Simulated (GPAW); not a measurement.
Crystal: ZrSe2.

```
CELL_PARAMETERS angstrom
3.79800 0.00000 0.00000
-1.89900 3.28916 0.00000
0.00000 0.00000 6.19200
ATOMIC_POSITIONS crystal
Zr 0.00000 0.00000 0.00000
Se 0.66667 0.33333 0.75000
Se 0.33333 0.66667 0.25000
```

* Program: GPAW 26.7.0
* Task: relaxation of cell and atoms
* Functional: BLYP
* Potentials or basis: PAW data sets generated in the run's folder for this functional
* Cutoff: 600 eV
* Basis: pw
* k mesh: 8 × 8 × 5
* Occupations: fermi-dirac, width 0.05 eV
* Spin: no spin polarisation

At the start: pressure 5.3 GPa; volume 25.78 Å³/atom.

Task: Where does the relaxation end?

Result: Over 18 steps the energy falls by 58.8 meV/atom and the volume is 40.03 Å³/atom (+55.3 %); space group P-3m1 (No. 164, to 0.05 Å).

The path:
```tsv
step	energy change (eV)	largest force (eV/Å)	pressure (GPa)	volume (Å³)
1	0.0000	0.4150	5.29	77.35
2	-0.0315	0.2192	3.98	78.30
3	-0.0723	0.2576	0.74	81.11
4	-0.0757	0.2886	0.41	81.60
5	-0.0895	0.3135	-0.52	83.73
6	-0.1004	0.2283	-0.78	85.47
7	-0.1082	0.0675	-0.48	86.66
8	-0.1111	0.0309	-0.10	86.86
9	-0.1141	0.1041	0.28	86.90
10	-0.1200	0.1820	0.77	87.19
11	-0.1299	0.2199	1.16	88.24
12	-0.1434	0.1614	1.10	90.78
13	-0.1556	0.0525	0.59	94.98
14	-0.1640	0.0082	0.19	100.52
15	-0.1703	0.0418	0.12	107.95
16	-0.1737	0.0550	0.14	114.08
17	-0.1761	0.0237	0.07	119.44
18	-0.1763	0.0110	-0.02	120.09
```

Final structure:
```xyz
3
Lattice="3.8884 0.0000 0.0000 -1.9442 3.3674 0.0000 0.0000 0.0000 9.1716" Properties=species:S:1:pos:R:3 pbc="T T T"
Zr    0.0000    0.0000    0.0000
Se    1.9442    1.1225    7.6045
Se    0.0000    2.2450    1.5671
```

Caveat: later steps reuse the first step's grids; the volume moved by over 15 % at a fixed basis, so the end points are rough; this functional lacks dispersion, which binds the layers, so the pressure and a relaxed spacing across them are unreliable, and here the layers came unbound; the volume moved by +55 % from the deposited cell, more than functionals usually miss.
